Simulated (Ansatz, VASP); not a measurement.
Given: the input of a run of VASP 6.6.1 on TiSe2.

The input INCAR:

```
SYSTEM = TiSe2
ALGO = Normal
EDIFF = 1E-7
ENCUT = 520
GGA = PE
ISIF = 2
ISMEAR = -1
LASPH = .TRUE.
LCHARG = .FALSE.
LREAL = .FALSE.
LWAVE = .FALSE.
NBANDS = 19
NELM = 100
PREC = Accurate
SIGMA = 0.05
```

File KPOINTS:

```
k-points
0
G
  9 9 5
  0 0 0
```

The input POSCAR:

```
TiSe2
1.0
    3.5122677413      0.0000000000      0.0000000000
   -1.7561338707      3.0417130889      0.0000000000
    0.0000000000      0.0000000000      5.9637034838
Se Ti
2 1
Direct
    0.6666666667      0.3333333333      0.7448000000
    0.3333333333      0.6666666667      0.2552000000
    0.0000000000      0.0000000000      0.0000000000
```

Potentials or basis: VASP PAW PBE potentials, release 64 (Se, Ti_sv).

The run is started by

```bash
$ cat potpaw_PBE.64/Se/POTCAR potpaw_PBE.64/Ti_sv/POTCAR > POTCAR
$ mpirun -np 1 vasp_std > vasp.out
```

Task: Set up the same calculation for Ansatz 0.2.0. Potentials there: Ansatz PAW.

Result: As run (the cutoff follows the program's own potentials):

File input.yaml:

```yaml
crystal:
  lattice:
    - [3.5122677413, 0.0, 0.0]
    - [-1.7561338707, 3.0417130889, 0.0]
    - [0.0, 0.0, 5.9637034838]
  atoms:
    - { symbol: Se, position: [0.6666666667, 0.3333333333, 0.7448] }
    - { symbol: Se, position: [0.3333333333, 0.6666666667, 0.2552] }
    - { symbol: Ti, position: [0.0, 0.0, 0.0] }
hamiltonian:
  xc: pbe
  pseudopotentials: { kind: paw }
kpoints:
  mp_grid: { grid: [9, 9, 5] }
scf:
  occupations: { method: fermi_dirac, width: 0.05 }
output:
  forces: true
  stress: true
  eigenvalues: true
```

Potentials or basis: Ansatz PAW.

Run with:

```sh
$ ansatz run input.yaml --threads 1 --pin off --max-ram 3584MiB --backend cpu --events-out ev --progress --plain --runs-dir out
```

Both were run:

|  | VASP | Ansatz | Ansatz less VASP |
| --- | --- | --- | --- |
| gap on the k mesh at the Fermi level (eV) | none | none | - |
| pressure (GPa) | 3.4 | 3.3 | -0.10 |
| largest component of the traceless stress (GPa) | 0.84 | 0.83 | -0.010 |
| rms of the force components (eV/Å) | 0.140 | 0.132 | -0.0085 |

Atom by atom the forces differ by 0.009 eV/Å (rms over components). A gap of «none» marks a metal or a gap that the smearing closes. The two sets of potentials don't hold the same shells in valence.

Caveats: this functional lacks dispersion, which binds the layers, so the pressure and a relaxed spacing across them are unreliable.
